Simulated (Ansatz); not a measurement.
Below is a relaxed structure of Al2Cu. It was relaxed at this level from a Materials Project cell.

The calculation used Ansatz 0.2.0, DFT PBE, scalar-relativistic, plane waves, PAW. Cutoff 420 eV, Γ-centred mesh, Gaussian smearing, no spin polarisation.

```
CELL_PARAMETERS angstrom
0.00000 2.89170 2.89170
2.89170 0.00000 2.89170
2.89170 2.89170 0.00000
ATOMIC_POSITIONS crystal
Al 0.25000 0.25000 0.25000
Al 0.75000 0.75000 0.75000
Cu 0.50000 0.50000 0.50000
```

Formation energies are uncorrected and refer to the elements' standard structures at the same level.

**Question.** Find its symmetry and describe it.

**Answer.** Fm-3m (No. 225), the fluorite type. Conventional cell: a = 5.783 Å. Around Al lie 4 Cu at 2.50 Å and 6 Al at 2.89 Å; around Cu lie 8 Al at 2.50 Å.

**Question.** What is its formation energy per atom?

**Answer.** −0.18 eV/atom. Whether it is stable depends on the other phases of the system, which aren't compared here.

**Question.** Is it a metal?

**Answer.** Yes, bands cross the Fermi level on the 16×16×16 mesh.

The last run used a 16×16×16 mesh for its 3-atom cell and Gaussian smearing of 0.10 eV. Symmetry constrained the relaxation, so the result can be a saddle point.
